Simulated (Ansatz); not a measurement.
**AlAs (F-43m) under several functionals**

**Measured values to compare with.**

From a printed reference work, data compilation, for a bulk crystal of AlAs at 291 K: lattice constant a 5.66139 Å.

Plane-wave DFT in Ansatz with scalar-relativistic PAW potentials. The same structure was relaxed (cell and atoms, symmetry kept) in separate runs at each level. No spin polarisation.

| level | cutoff (eV) | k mesh | V (Å³/atom) | a (Å) | gap (eV) |
| --- | --- | --- | --- | --- | --- |
| LDA | 420 | 8×8×8 | 22.295 | 5.629 | 1.32 |
| r2SCAN | 500 | 8×8×8 | 22.879 | 5.678 | 1.81 |
| PBE | 420 | 8×8×8 | 23.491 | 5.728 | 1.50 |

**Question.** Where does PBEsol (420 eV, k mesh 8×8×8) fall?

**Answer.** V (Å³/atom) 22.856, a (Å) 5.676, gap (eV) 1.34. Its volume is between those of LDA and r2SCAN. The usual order of volumes, LDA < PBEsol < PBE, holds here (22.295, 22.856, 23.491 Å³/atom). As a rule LDA overbinds; PBEsol, built on the gradient expansion of slowly varying densities, lies between LDA and PBE; PBE's stronger gradient term for exchange weakens bonds. r2SCAN lies 2.6 % under PBE in volume. Each gap belongs to its own cell, so it mixes the functional's effect with that of the volume; gaps are the least found on the k mesh or on a band path.

For PBE: A measured lattice constant a of AlAs is 5.66139 Å (291 K; a printed reference work, data compilation); the calculated 5.728 Å misses it by +1.2 %. The calculations are for 0 K without zero-point motion.